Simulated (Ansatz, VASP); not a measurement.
One calculation of In, two programs

INCAR

```
PREC     = Accurate       # precision mode
ENCUT    = 520            # plane-wave cutoff, eV
EDIFF    = 1E-6           # SCF threshold, eV
ISMEAR   = -1             # smearing method
SIGMA    = 0.1            # smearing width, eV
LREAL    = F              # projectors in reciprocal space
LASPH    = T              # aspherical terms in the spheres
NELM     = 60             # most SCF steps
ALGO     = Normal         # electronic algorithm
ISIF     = 2              # what is computed and relaxed
LWAVE    = F              # write WAVECAR
LCHARG   = F              # write CHGCAR
GGA      = PS             # functional
NBANDS   = 12             # bands
```

The input KPOINTS:

```
regular mesh
0
Gamma
  12 12 12
```

The input POSCAR:

```
In
1.0
    3.0539083567      0.0000000000      0.0000000000
    0.0000000000      3.0539083567      0.0000000000
    0.0000000000      0.0000000000      3.0539083567
In
1
Direct
    0.0000000000      0.0000000000      0.0000000000
```

Input for Ansatz:

```yaml
crystal:
  lattice:
    - [3.0539083567, 0.0, 0.0]
    - [0.0, 3.0539083567, 0.0]
    - [0.0, 0.0, 3.0539083567]
  atoms:
    - { symbol: In, position: [0.0, 0.0, 0.0] }
hamiltonian:
  xc: pbesol
  pseudopotentials:
    kind: paw
    azcp:
      In: "pseudopotentials/In.paw.azcp"
basis:
  ecutwfc: 420
  fft_grid_basis: typed
kpoints:
  mp_grid: { grid: [12, 12, 12], shift: [0, 0, 0] }
magnetization:
  spin_polarized: false
scf:
  occupations: { method: fermi_dirac, width: 0.1 }
  lower_state_search: "off"
output:
  stress: true
  write_density: true
  write_potential: true
  elf: true
  volumetric_format: npy
```

Alike in both runs: task single point; functional PBEsol; k mesh 12 × 12 × 12; occupations fermi-dirac, width 0.1 eV; no spin polarisation.

|  | VASP | Ansatz |
| --- | --- | --- |
| version | VASP 6.6.1 | Ansatz 0.2.0 |
| potentials or method | VASP PAW PBE potentials, release 64 (In_d) | plane waves (420 eV) with PAW, scalar-relativistic |
| plane-wave cutoff (eV) | 520 | 420 |
| valence electrons in the cell | 13 | 13 |

```csv
,VASP,Ansatz,Ansatz less VASP
pressure (GPa),-1.5,-1.5,+0.01
```

Ansatz warned: «pseudo_functional_mismatch».

Caveats: the PAW data sets were made with another functional, which shifts forces and pressure a little (VASP).
